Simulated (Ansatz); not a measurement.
## BaTiO₃: strain and displacement

```yaml
crystal:
  lattice:
    - [3.99980, 0.00000, 0.00000]
    - [0.00000, 3.99980, 0.00000]
    - [0.00000, 0.00000, 4.01800]
  atoms:
    - { symbol: Ba, position: [0.00000, 0.00000, 0.00000] }
    - { symbol: Ti, position: [0.50000, 0.50000, 0.50000] }
    - { symbol: O, position: [0.50000, 0.50000, 0.00000] }
    - { symbol: O, position: [0.50000, 0.00000, 0.50000] }
    - { symbol: O, position: [0.00000, 0.50000, 0.50000] }
```

Atom numbers follow the list: Ba1, Ti2, O3, O4, O5.

The conventional cell has a = 4.000 Å, b = 4.000 Å, c = 4.018 Å, α = 90.00°, β = 90.00°, γ = 90.00°. Ba (atom 1) is surrounded by 12 O at 2.83 Å. Ti (atom 2) is surrounded by 6 O at 2.00 to 2.01 Å. O (atom 3) has 2 Ti at 2.01 Å as nearest neighbours. O (atom 4) is surrounded by 2 Ti at 2.00 Å.

The geometry is COD entry 2100860, unchecked; take it as a test cell.

Spin–orbit coupling is left out, though it moves levels of the heavy atoms by tenths of an eV or more.

Theory: DFT, PBEsol, PAW with Ansatz's default frozen-core files, scalar-relativistic (Ansatz 0.2.0).

The runs use a Γ-centred 7×7×7 k mesh, Fermi–Dirac smearing of 0.03 eV, cutoff 420 eV, no spin polarisation; the PAW files were made with PBE, and the program remakes their frozen cores for this functional.

The unchanged cell is at -4.59 GPa.

x, y and z are the Cartesian axes of the cell as listed; fractional coordinates follow a strain, and an engineering shear is twice the off-diagonal strain component.

Vzz stands for the principal value of largest size of the field-gradient tensor, whatever its axis.

Spin–orbit coupling is left out, which moves gradients at and beside heavy atoms by some per cent and at worst by a factor of two.

Problem. With this change (equal xy, yz and zx engineering shear strains of -2 %), what becomes of the energy and stress and field gradients and gap?

Solution. Energy change +5.7 meV/atom; stress change (xx, yy, zz, yz, xz, xy) 0.11, 0.11, 0.11, 2.41, 2.41, 2.42 GPa, compression positive; Vzz in 10²¹ V/m²: Ba1 0.06 → -2.24 (η = 0.01), Ti2 0.41 → 0.87 (η = 0.38), O3 2.53 → 2.58 (η = 0.00), O4 2.33 → 2.37 (η = 0.06); gap on the k mesh 1.82 → 1.68 eV.

With equal xy, yz and zx engineering shear strains of +1 %: energy change +1.4 meV/atom; stress change (xx, yy, zz, yz, xz, xy) 0.03, 0.03, 0.03, -1.19, -1.19, -1.19 GPa, compression positive; Vzz in 10²¹ V/m²: Ba1 0.06 → 1.24 (η = 0.08), Ti2 0.41 → 0.49 (η = 0.97), O3 2.53 → 2.54 (η = 0.01), O4 2.33 → 2.34 (η = 0.06); gap on the k mesh 1.82 → 1.79 eV.

Problem. With this change (equal xy, yz and zx engineering shear strains of +3 %), what becomes of the energy and stress and field gradients and gap?

Solution. Energy change +12.5 meV/atom; stress change (xx, yy, zz, yz, xz, xy) 0.24, 0.24, 0.25, -3.54, -3.54, -3.55 GPa, compression positive; Vzz in 10²¹ V/m²: Ba1 0.06 → 3.93 (η = 0.04), Ti2 0.41 → -1.21 (η = 0.36), O3 2.53 → 2.63 (η = 0.04), O4 2.33 → 2.43 (η = 0.08); gap on the k mesh 1.82 → 1.70 eV.
